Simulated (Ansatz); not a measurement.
# Stack of 1T-IrSSe under 1T-SiSe2, upper layer turned by 180° in a perpendicular field, part 2 of 3

Wanted: the out-of-plane response of the stack of 1T-IrSSe under 1T-SiSe2, upper layer turned by 180°. A positive field points along +c.

Ansatz 0.2.0; plane-wave DFT, PBE-D3(BJ), Ansatz PAW.

So far. Step 2 (Relaxing the slab): The lattice constant a goes from 3.483 to 3.534 Å.

### 3. Atoms held, field 0, start network

A sawtooth potential applies the field, turning back in the middle of the vacuum. With the dipole correction the typed value is the field outside the slab. The induced dipole is small, so the SCF threshold is tight.

The cell differs from the one that the last finished run ended in (c 46.167 → 26.064 Å).

The input, input.yaml:

```yaml
crystal:
  lattice:
    - [3.5342989423, 0.0, 0.0]
    - [-1.7671494711, 3.0607926686, 0.0]
    - [0.0, 0.0, 26.0638111768]
  atoms:
    - { symbol: Se, position: [0.6666666667, 0.3333333333, 0.345306369] }
    - { symbol: Ir, position: [0.0, 0.0, 0.402196934] }
    - { symbol: S, position: [0.3333333333, 0.6666666667, 0.4446290374] }
    - { symbol: Se, position: [0.6666666667, 0.3333333333, 0.5456628748] }
    - { symbol: Si, position: [0.3333333333, 0.6666666667, 0.6003303136] }
    - { symbol: Se, position: [0.0, 0.0, 0.654693631] }
kpoints:
  mp_grid: { grid: [18, 18, 1] }
  band_path:
    path: [[0, 0, 0], [0.5, 0, 0], [0.33333333, 0.33333333, 0], [0, 0, 0]]
    npoints: 16
hamiltonian:
  xc: pbe
  dispersion: d3bj
scf:
  occupations: { method: fermi_dirac, width: 0.05 }
  convergence: { dr2_threshold: 1.0e-10 }
efield:
  axis: 3
  dipole_correction: true
  ramp_position: 0.97
  ramp_width: 0.06
  amplitude: 0
output:
  dos: { projected: true, e_range: [-6, 5] }
  bader: true
  write_potential: true
  write_density: true
  volumetric_format: npy
  elf: true
```

Run with:

```bash
> ansatz run input.yaml --threads 8 --pin off --max-ram 12288MiB --backend cpu --events-out ev --progress --plain --runs-dir out
```

Numbers of over 12 decimals in the logs are rounded to 6 here.

Log:

```text
[...]
Crystal: 6 atoms, lattice volume = 281.952 Å³
Basis set: ecut = 420 eV, 5469 PW (Γ)
Bands: 45, of which v1, the nominal top of the filled ones, is band 38 counted from 1 (37 counted from 0)
Symmetry: 6 space group operations
[...]
k-points: 37 of 324 (time reversal used)
[...]
SCF iter   1: F=—  HF=-29884.109596 eV  |F-HF|=—  |Δ(HF+E_count)|=         —  Δρ=3.69e-3  dr2=2.45e-1  ethr=1.77e-3  p=0.017 e·Å  D=1.10e-2 V/Å  ΔV_dip=-0.29 eV  dr2_dipole=4.84e-2  V_vac-E_F(+/−)=4.72/5.01 eV  ⟨swp⟩=9.9  Hψ=7762  notcnv=0  defer=1
efield: sawtooth ramp at fractional position 0.9700 (set: `efield.ramp_position`, or a place that a band, a saddle search or an elastic batch's reference lends), width 0.0600; the density the first Hamiltonian is built on has a dipole p = 0.017 e·Å; the dipole correction subtracts the counter field D = 1.10e-2 V/Å, which shifts the + side's vacuum level by -0.29 eV against the − side's; the planar-averaged density in the ramp window peaks in size at 9.2e-6 e/Å³
[...]
SCF iter   2: F=—  HF=-29884.101697 eV  |F-HF|=—  |Δ(HF+E_count)|=   7.90e-3  Δρ=2.34e-3  dr2=6.25e-2  ethr=3.27e-4  p=-0.002 e·Å  D=-1.45e-3 V/Å  ΔV_dip=0.04 eV  dr2_dipole=6.84e-3  V_vac-E_F(+/−)=5.39/5.36 eV  ⟨swp⟩=3.5  Hψ=2483  notcnv=0  defer=69
[...]
SCF iter  11: F=-29884.091413 eV  HF=-29884.091413 eV  |F-HF|=1.49e-10  |Δ(HF+E_count)|=  1.38e-10  Δρ=1.03e-7  dr2=7.33e-11  ethr=1.00e-12  p=0.012 e·Å  D=7.93e-3 V/Å  ΔV_dip=-0.21 eV  dr2_dipole=2.48e-12  V_vac-E_F(+/−)=5.13/5.34 eV  ⟨swp⟩=11.2  Hψ=4825  notcnv=0
SCF 1 converged in 11 iterations: F = -29884.091413 eV  dr2 = 7.33e-11
[...]
NSCF: frozen V_eff on 49 k-points
efield: sawtooth ramp at fractional position 0.9700 (kept from the solve that this one continues, or follows in the run), width 0.0600; the density the first Hamiltonian is built on has a dipole p = 0.012 e·Å; the dipole correction subtracts the counter field D = 7.93e-3 V/Å, which shifts the + side's vacuum level by -0.21 eV against the − side's; the planar-averaged density in the ramp window peaks in size at 7.5e-6 e/Å³
WARN: The output density's exchange-correlation potential varies sharply where the density is thin. Do not read a vacuum level from v_tot or v_xc, or from such a field of the output density. On a cell that repeats whose density bears no net charge and no dipole along the vacuum's axis use v_es (v_loc + v_h of the components); under efield.dipole_correction with no amplitude use v_es + v_field, which holds any externa [...]
SCF converged after 11 iterations
Free energy (F): -29884.091413 eV
[...]
Internal energy: -29884.064574 eV  (E = F + TS)
E sigma→0 (E₀):  -29884.077994 eV
Entropy (-TS):   -0.026840 eV (-4.473 meV/atom)
Fermi energy:    1.378503 eV
Dipole field:    D = 0.007930 V/Å  (p = 0.012356 e·Å, saw-weighted, corrected)
Work function:   Φ+ = 5.1345 eV   Φ− = 5.3412 eV
Levels:          The Fermi level and band energies are counted from a zero that moves with the ramp; work functions are not
[...]
--- Band table (eV; the first three rows and the last of 37) ---
  k-point 0: bands = [... 34 lower, 0.3661, 1.0832, 1.0832, 1.2669, 3.1976, 4.1874, 4.8393, 4.8393, ... 3 higher]
  k-point 1: bands = [... 34 lower, 0.5508, 0.7895, 1.1334, 1.5962, 3.4308, 4.4372, 4.5983, 4.7773, ... 3 higher]
  k-point 2: bands = [... 34 lower, 0.5416, 0.6840, 1.2426, 1.8931, 3.6203, 4.1369, 4.6218, 4.7230, ... 3 higher]
  k-point 36: bands = [... 34 lower, -0.4331, -0.1326, 0.7002, 1.1897, 2.9043, 3.3982, 4.2253, 6.2122, ... 3 higher]
--- Bader charges: 6 sites ---
  site symbol  charge [e]  shift [e]
     0     Se     -0.1463     0.0021
     1     Ir      0.4055     0.0096
     2      S     -0.2899     0.0075
     3     Se     -0.7333     0.0034
     4     Si      1.5542     0.0073
     5     Se     -0.7902     0.0039
  estimated error of the sums over rays = 4.3e-4 e
```

Elapsed: 17 s, on 8 threads of Arm Neoverse V2, shared host; peak memory 1.2 GiB.

Reading the cycles: dr2 is the Hartree energy of the density residual (eV), the measure of convergence; HF is the Harris–Foulkes estimate of the energy, which meets the free energy F at convergence.

This step gave:

| Property | Result |
| --- | --- |
| energy at zero smearing | -29884.0780 eV |
| work function, upper face | 5.134 eV |
| work function, lower face | 5.341 eV |
| dipole along the normal | 0.01236 e·Å |
| step between the vacuum levels | -0.2067 eV |

Running mean over a fixed 2.8 Å (it still follows the layers) of the planar mean; the ramp of the sawtooth is left out. The electron's electrostatic potential energy less the Fermi level by z:

```tsv
z (Å)	electron's electrostatic potential energy less the Fermi level (eV)
4	5.34
5	5.34
6	5.29
7	4.40
8	1.23
9	-3.69
10	-8.58
11	-8.69
12	-3.79
13	-0.861
14	-2.36
15	-6.19
16	-6.48
17	-3.69
18	0.762
19	4.03
20	5.08
21	5.13
22	5.13
23	5.13
```

The density of states has structure finer than the step of the table below, so its rows give means over 0.2 eV, whole bins alone (the curve runs from -6 to 1.99 eV). Peaks (eV: height): -5.75: 9.58, -5.37: 11.0, -5.20: 8.51, -3.33: 11.8, -1.51: 10.7, -1.37: 10.2, -1.12: 10.2.

The density of states by energy, zero at the Fermi level; means over each step:

```tsv
energy (eV)	density of states (states/eV a cell)
-5.8	5.57
-5.6	2.39
-5.4	6.29
-5.2	5.44
-5.0	3.86
-4.8	3.89
-4.6	2.85
-4.4	3.72
-4.2	4.31
-4.0	3.63
-3.8	3.29
-3.6	3.40
-3.4	5.81
-3.2	3.59
-3.0	3.69
-2.8	3.62
-2.6	3.39
-2.4	3.29
-2.2	2.67
-2.0	5.29
-1.8	6.27
-1.6	6.94
-1.4	6.76
-1.2	6.18
-1.0	5.63
-0.8	4.56
-0.6	1.76
-0.4	1.88
-0.2	4.44
0.0	3.05
0.2	1.93
0.4	1.71
0.6	1.64
0.8	0.619
1.0	0.687
1.2	0.790
1.4	1.01
1.6	1.98
1.8	1.48
```

Projected DOS per atom over height of the atomic layer and energy from the Fermi level. Layers: Se Ir S Se Si Se from below.

Ten even steps from '_' (0.01 states/eV) to '@' (2.35 states/eV), each cell a mean:
```
__..__..::..
______......
________..__
____________
..::..______
==++::______
::==::______
::==::::__::
::%%::++__++
::@@..**__**
--##..++__++
::::..--__--
--==....__..
--++........
::==::--::--
::::..::::::
----......::
::==::::..::
::----....::
--##++..__..
--##**::....
..==--::::::
```
Columns: height of the atomic layer (Å) from 9 to 17.1 (not evenly spaced); rows upwards: energy from the Fermi level (eV) from -5.96 to 1.96.

Electronic bands along the path, in eV, zero at the Fermi level:

```tsv
point	band 35	band 36	band 37	band 38	band 39	band 40	band 41	band 42
Γ	-1.01	-0.30	-0.30	-0.11	1.82	2.81	3.46	3.46
halfway	-0.90	-0.83	-0.13	0.18	1.29	2.12	2.94	4.05
M	-1.37	-1.19	-1.17	-1.02	-0.05	3.01	3.12	3.62
halfway	-1.64	-1.38	-1.08	-0.27	1.20	2.23	3.01	4.49
K	-1.81	-1.51	-0.68	-0.19	1.53	2.02	2.85	4.83
halfway	-1.35	-1.07	-0.38	0.36	1.94	2.23	2.53	3.95
Γ	-1.01	-0.30	-0.30	-0.11	1.82	2.81	3.46	3.46
```

Valence density in the ca plane at fractional y = 0.000, with atoms of Ir and Se within 0.2 Å of it. It is the smooth field of the valence electrons, not physical close to the nuclei.

Values in e/Å³, 5 rows by 16 columns, each cell a mean:
```
 0  0  0  0  0  0  1  5  2  0  0  0  0  2  7  0
 0  0  0  0  0  0  0  1  0  0  0  0  0  0  0  0
 0  0  0  0  0  0  0  0  0  0  0  0  0  0  0  0
 0  0  0  0  0  0  0  1  1  0  0  0  0  0  1  0
 0  0  0  0  0  0  1  7  2  0  0  0  0  3 13  0
```
Columns run along c (16.0 Å, from fractional 0.12 to 0.73 of the cell), rows up along a (3.5 Å). Atoms in or near the plane, at fractional coordinates: Ir at (0.40, 0.00), Se at (0.65, 0.00).

Electrostatic potential energy in the ca plane at fractional y = 0.000, with atoms of Ir and Se within 0.2 Å of it. With pseudopotentials it is smooth inside the atoms' cores, unlike the true potential.

Ten even steps from '0' (-38 eV) to '9' (7 eV), each cell a mean:
```
99999999999999999840000489999999999864665589
99999999999999999873003799999999999885445799
99999999999999998887777889999988888888778999
99999999999999987788988888999887787788999999
99999999999999987789998888999877777778999999
99999999999999988888888889999988888888889999
99999999999999999886336899999999998887556899
99999999999999999861000689999999999874554699
99999999999999999830000489999999999864775589
```
Columns run along c (16.0 Å, from fractional 0.12 to 0.73 of the cell; values clipped at the 3rd and 97th percentile), rows up along a (3.5 Å). Atoms in or near the plane, at fractional coordinates: Ir at (0.40, 0.00), Se at (0.65, 0.00).

ELF in the ca plane at fractional y = 0.000, with atoms of Ir and Se within 0.2 Å of it. It is the smooth field of the valence electrons, not physical close to the nuclei.

Values, 5 rows by 16 columns, each cell a mean:
```
0.01 0.09 0.28 0.56 0.44 0.16 0.05 0.12 0.14 0.63 0.62 0.82 0.34 0.02 0.00 0.00
0.13 0.48 0.53 0.30 0.42 0.35 0.25 0.59 0.49 0.55 0.59 0.42 0.09 0.00 0.00 0.00
0.25 0.67 0.62 0.25 0.51 0.47 0.35 0.75 0.71 0.39 0.20 0.07 0.01 0.00 0.00 0.00
0.08 0.35 0.45 0.35 0.38 0.28 0.18 0.46 0.36 0.61 0.71 0.60 0.16 0.01 0.00 0.00
0.01 0.05 0.27 0.57 0.50 0.15 0.03 0.06 0.11 0.60 0.51 0.84 0.39 0.03 0.00 0.00
```
Columns run along c (16.0 Å, from fractional 0.27 to 0.88 of the cell), rows up along a (3.5 Å). Atoms in or near the plane, at fractional coordinates: Ir at (0.40, 0.00), Se at (0.65, 0.00).

The work function of the upper face is 5.13 eV.

### 4. Atoms held, field 0.03 V/Å

input.yaml: that of step 3 with these lines changed.

```diff
@@ -28,6 +28,4 @@
   ramp_width: 0.06
-  amplitude: 0
+  amplitude: 0.03
 output:
-  dos: { projected: true, e_range: [-6, 5] }
-  bader: true
   write_potential: true
@@ -35,2 +33 @@
   volumetric_format: npy
-  elf: true
```

Log:

```text
[...]
Crystal: 6 atoms, lattice volume = 281.952 Å³
Basis set: ecut = 420 eV, 5469 PW (Γ)
Bands: 45, of which v1, the nominal top of the filled ones, is band 38 counted from 1 (37 counted from 0)
Symmetry: 6 space group operations
[...]
k-points: 37 of 324 (time reversal used)
[...]
k-point 0: bands = [... 34 lower, 0.3681, 1.0807, 1.0807, 1.2665, 3.2004, 4.1890, 4.8372, 4.8372, ... 3 higher]
  k-point 1: bands = [... 34 lower, 0.5526, 0.7874, 1.1309, 1.5952, 3.4336, 4.4390, 4.5958, 4.7750, ... 3 higher]
  k-point 2: bands = [... 34 lower, 0.5388, 0.6858, 1.2401, 1.8917, 3.6219, 4.1349, 4.6194, 4.7266, ... 3 higher]
  k-point 36: bands = [... 34 lower, -0.4314, -0.1314, 0.6973, 1.1879, 2.9039, 3.3978, 4.2229, 6.2142, ... 3 higher]
[key lines of the parts left out:]
SCF converged after 12 iterations
Free energy (F): -29884.092059 eV
Fermi energy:    1.376587 eV
Dipole field:    D = 0.019685 V/Å  (p = 0.030673 e·Å, saw-weighted, corrected)
```

The job ended after 11 s (8 threads; peak memory 1.1 GiB; 88 s of CPU time).

The dipole is 0.0307 e·Å, 0.0183 e·Å from its value without field.

### 5. Single point, field -0.03 V/Å

input.yaml: that of step 4 with these lines changed.

```diff
@@ -28,3 +28,3 @@
   ramp_width: 0.06
-  amplitude: 0.03
+  amplitude: -0.03
 output:
```

Log:

```text
[...]
Crystal: 6 atoms, lattice volume = 281.952 Å³
Basis set: ecut = 420 eV, 5469 PW (Γ)
Bands: 45, of which v1, the nominal top of the filled ones, is band 38 counted from 1 (37 counted from 0)
Symmetry: 6 space group operations
[...]
k-points: 37 of 324 (time reversal used)
[...]
k-point 0: bands = [... 34 lower, 0.3640, 1.0857, 1.0857, 1.2671, 3.1947, 4.1857, 4.8414, 4.8414, ... 3 higher]
  k-point 1: bands = [... 34 lower, 0.5489, 0.7916, 1.1358, 1.5972, 3.4279, 4.4354, 4.6007, 4.7795, ... 3 higher]
  k-point 2: bands = [... 34 lower, 0.5444, 0.6822, 1.2450, 1.8944, 3.6185, 4.1387, 4.6241, 4.7191, ... 3 higher]
  k-point 36: bands = [... 34 lower, -0.4348, -0.1339, 0.7031, 1.1915, 2.9045, 3.3986, 4.2277, 6.2102, ... 3 higher]
[key lines of the parts left out:]
SCF converged after 12 iterations
Free energy (F): -29884.091318 eV
Fermi energy:    1.380326 eV
Dipole field:    D = -0.003832 V/Å  (p = -0.005971 e·Å, saw-weighted, corrected)
```

It took 12 s on 8 threads; peak memory 1.1 GiB; 91 s of CPU time.

The dipole is -0.00597 e·Å, -0.0183 e·Å from its value without field.

### 6. Single point, field 0.15 V/Å

input.yaml: that of step 5 with these lines changed.

```diff
@@ -26,5 +26,5 @@
   dipole_correction: true
-  ramp_position: 0.97
-  ramp_width: 0.06
-  amplitude: -0.03
+  ramp_position: 0.9578
+  ramp_width: 0.0844
+  amplitude: 0.15
 output:
```

Log:

```text
[...]
Crystal: 6 atoms, lattice volume = 281.952 Å³
Basis set: ecut = 420 eV, 5469 PW (Γ)
Bands: 45, of which v1, the nominal top of the filled ones, is band 38 counted from 1 (37 counted from 0)
Symmetry: 6 space group operations
[...]
k-points: 37 of 324 (time reversal used)
[...]
k-point 0: bands = [... 34 lower, 0.3758, 1.0695, 1.0695, 1.2641, 3.2108, 4.1950, 4.8276, 4.8276, ... 3 higher]
  k-point 1: bands = [... 34 lower, 0.5594, 0.7780, 1.1198, 1.5900, 3.4440, 4.4456, 4.5848, 4.7648, ... 3 higher]
  k-point 2: bands = [... 34 lower, 0.5265, 0.6925, 1.2294, 1.8852, 3.6278, 4.1264, 4.6088, 4.7396, ... 3 higher]
  k-point 36: bands = [... 34 lower, -0.4252, -0.1268, 0.6846, 1.1794, 2.9012, 3.3957, 4.2124, 6.2210, ... 3 higher]
[key lines of the parts left out:]
SCF converged after 12 iterations
Free energy (F): -29884.100136 eV
Fermi energy:    1.367944 eV
Dipole field:    D = 0.066709 V/Å  (p = 0.103944 e·Å, saw-weighted, corrected)
```

Elapsed: 12 s, on 8 threads; peak memory 1.1 GiB.

The dipole is 0.104 e·Å, 0.0916 e·Å from its value without field.

### 7. Single point, field 0.25 V/Å

input.yaml: that of step 6 with these lines changed.

```diff
@@ -28,3 +28,3 @@
   ramp_width: 0.0844
-  amplitude: 0.15
+  amplitude: 0.25
 output:
```

Log:

```text
[...]
Crystal: 6 atoms, lattice volume = 281.952 Å³
Basis set: ecut = 420 eV, 5469 PW (Γ)
Bands: 45, of which v1, the nominal top of the filled ones, is band 38 counted from 1 (37 counted from 0)
Symmetry: 6 space group operations
[...]
k-points: 37 of 324 (time reversal used)
[...]
k-point 0: bands = [... 34 lower, 0.3818, 1.0589, 1.0589, 1.2610, 3.2184, 4.1993, 4.8183, 4.8183, ... 3 higher]
  k-point 1: bands = [... 34 lower, 0.5644, 0.7690, 1.1093, 1.5845, 3.4516, 4.4502, 4.5743, 4.7550, ... 3 higher]
  k-point 2: bands = [... 34 lower, 0.5153, 0.6975, 1.2191, 1.8786, 3.6316, 4.1180, 4.5987, 4.7486, ... 3 higher]
  k-point 36: bands = [... 34 lower, -0.4208, -0.1234, 0.6727, 1.1711, 2.8975, 3.3935, 4.2022, 6.2257, ... 3 higher]
[key lines of the parts left out:]
SCF converged after 12 iterations
Free energy (F): -29884.113583 eV
Fermi energy:    1.359453 eV
Dipole field:    D = 0.105888 V/Å  (p = 0.164992 e·Å, saw-weighted, corrected)
```

Run time: 12 s. Hardware: 8 threads; peak memory 1.1 GiB.

The dipole is 0.165 e·Å, 0.153 e·Å from its value without field.

### 8. Atoms held, field -0.25 V/Å

input.yaml: that of step 7 with these lines changed.

```diff
@@ -28,4 +28,6 @@
   ramp_width: 0.0844
-  amplitude: 0.25
+  amplitude: -0.25
 output:
+  dos: { projected: true, e_range: [-6, 5] }
+  bader: true
   write_potential: true
@@ -33 +35,2 @@
   volumetric_format: npy
+  elf: true
```

Log:

```text
[...]
Crystal: 6 atoms, lattice volume = 281.952 Å³
Basis set: ecut = 420 eV, 5469 PW (Γ)
Bands: 45, of which v1, the nominal top of the filled ones, is band 38 counted from 1 (37 counted from 0)
Symmetry: 6 space group operations
[...]
k-points: 37 of 324 (time reversal used)
[...]
k-point 36: bands = [... 34 lower, -0.4497, -0.1441, 0.7212, 1.2018, 2.9030, 3.4001, 4.2418, 6.1928, ... 3 higher]
--- Bader charges: 6 sites ---
  site symbol  charge [e]  shift [e]
     0     Se     -0.1301     0.0021
     1     Ir      0.4044     0.0096
     2      S     -0.2911     0.0075
     3     Se     -0.7304     0.0033
     4     Si      1.5497     0.0072
     5     Se     -0.8025     0.0039
  estimated error of the sums over rays = 4.5e-4 e
[key lines of the parts left out:]
SCF converged after 13 iterations
Free energy (F): -29884.107415 eV
Fermi energy:    1.390983 eV
Dipole field:    D = -0.090102 V/Å  (p = -0.140394 e·Å, saw-weighted, corrected)
```

The job ended after 18 s (8 threads; peak memory 1.2 GiB; 2.3 min of CPU time).

The dipole is -0.140 e·Å, -0.153 e·Å from its value without field.

### 9. Response, atoms held

This step: plane-wave DFT, PBE-D3(BJ), Ansatz PAW; response to a field along the normal, atoms held (Ansatz 0.2.0).

The dipoles give the slope, and the difference of two potentials shows where the field is screened.

Numbers from this step:

```yaml
equivalent_conductor_thickness_p_eps_0ae: 10.22 Å
distance_between_the_outer_atoms: 8.064 Å
```

The dipole of the cell by applied field:

```tsv
applied field (V/Å)	dipole of the cell (e·Å)
-0.250	-0.140
-0.030	-0.00597
0.000	0.0124
0.030	0.0307
0.150	0.104
0.250	0.165
```

Local field over the applied field, running mean. From the potentials at -0.03 and 0.03 V/Å; running mean over 2.5 Å. Local field over applied field against z:

```tsv
z (Å)	local field over applied field
5	0.994
6	0.959
7	0.786
8	0.453
9	0.140
10	0.0217
11	0.0133
12	0.0240
13	0.0262
14	0.0151
15	0.0271
16	0.0363
17	0.133
18	0.433
19	0.773
20	0.957
21	0.995
22	0.999
```

Electrons, planar mean, per unit field. Induced electron density against z:

```tsv
z (Å)	induced electron density (e/Å³ per V/Å)
4.5	8.0e-6
5.0	2.5e-5
5.5	7.1e-5
6.0	2.0e-4
6.5	5.2e-4
7.0	0.00126
7.5	0.00257
8.0	0.00332
8.5	0.00169
9.0	0.00115
9.5	4.9e-4
10.0	-6.8e-4
10.5	3.2e-4
11.0	1.0e-4
11.5	-1.8e-5
12.0	-3.6e-4
12.5	-9.9e-5
13.0	2.4e-4
13.5	1.6e-4
14.0	5.4e-5
14.5	2.2e-4
15.0	-6.7e-4
15.5	-4.2e-4
16.0	9.8e-4
16.5	-1.6e-4
17.0	-0.00104
17.5	-0.00156
18.0	-0.00332
18.5	-0.00277
19.0	-0.00137
19.5	-5.6e-4
20.0	-2.0e-4
20.5	-7.1e-5
21.0	-2.3e-5
21.5	-7.1e-6
22.0	-2.2e-6
```

By hand: between -0.03 and 0.03 V/Å the dipole changes by 0.03664 e·Å, a slope of 0.6107 e·Å²/V. A perfect conductor of thickness t has p = ε₀AEt, so t = 180.95 × 0.6107 / 10.818 = 10.22 Å (e/ε₀ = 180.95 V·Å, A in Å²).

The induced dipole is that of a conductor 10.22 Å thick.

(Part 2 of 3 ends here.)

[Logs are printed without paths, hosts, clocks, repeated set-up lines and the standing remarks that a program may print on its own settings, such as how far it seeks lower states.]

[Hosts, paths, dates, database ids (printed as entryN), source tags and the programs' standing remarks are cut or masked in the printed files.]

[Maps of the electrostatic potential energy from Ansatz leave out the sawtooth potential of an applied field or a dipole correction, so their vacuum need not be flat; planar profiles and work functions include it.]

[The density of states shown here was stored with 400 of the rows of the run's finer table, so its peaks can read low, often by over a quarter, or be missed, and its means over a window can be off by a tenth or more.]
